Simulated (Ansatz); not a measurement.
Crystal: W.

```
CELL_PARAMETERS angstrom
-1.58234 1.58234 1.58234
1.58234 -1.58234 1.58234
1.58234 1.58234 -1.58234
ATOMIC_POSITIONS crystal
W 0.00000 0.00000 0.00000
```

Base run:

```yaml
Program: Ansatz 0.2.0
Functional: LDA
Potentials_or_basis: all-electron LAPW, scalar-relativistic
Cutoff: 286 eV (chosen from the basis error)
Basis_error_allowed: 0.001 eV/atom
k_mesh: 12 × 12 × 12
Occupations: gaussian, width 0.05 eV
Spin: no spin polarisation
```

Its results: pressure -9.0 GPa.

Question: The run is repeated on the same cell with these changes: functional from LDA to revPBE; occupations from gaussian, width 0.05 eV to fermi-dirac, width 0.05 eV. What comes out?

Answer: Pressure 8.7 GPa.
